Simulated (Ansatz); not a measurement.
## Relativity in InSb

```
CELL_PARAMETERS angstrom
0.00000 3.23910 3.23910
3.23910 0.00000 3.23910
3.23910 3.23910 0.00000
ATOMIC_POSITIONS crystal
In 0.00000 0.00000 0.00000
Sb 0.75000 0.75000 0.75000
```

Atom numbers follow the list: In1, Sb2.

The cell is COD entry 9008853, as deposited and not checked against the literature; nothing was relaxed.

One fixed cell is solved with PBE by PAW (frozen-core files) in Ansatz 0.2.0 under different relativistic treatments. Pressure is positive in compression.

Settings: a Γ-centred 10×10×10 k mesh, Fermi–Dirac smearing of 0.03 eV, cutoff 420 eV, no spin polarisation.

```csv
setting,P (GPa),"lowest level at Γ above −25 eV, from the valence-band top or, without a gap, the Fermi level (eV)"
scalar-relativistic,3.15,?
with spin–orbit coupling,3.13,?
```

(1) What belongs in the row "scalar-relativistic", column "lowest level at Γ above −25 eV, from the valence-band top or, without a gap, the Fermi level (eV)"?

(2) What belongs in the row "with spin–orbit coupling", column "lowest level at Γ above −25 eV, from the valence-band top or, without a gap, the Fermi level (eV)"?

Results:

(1) -14.62.

(2) -15.31.
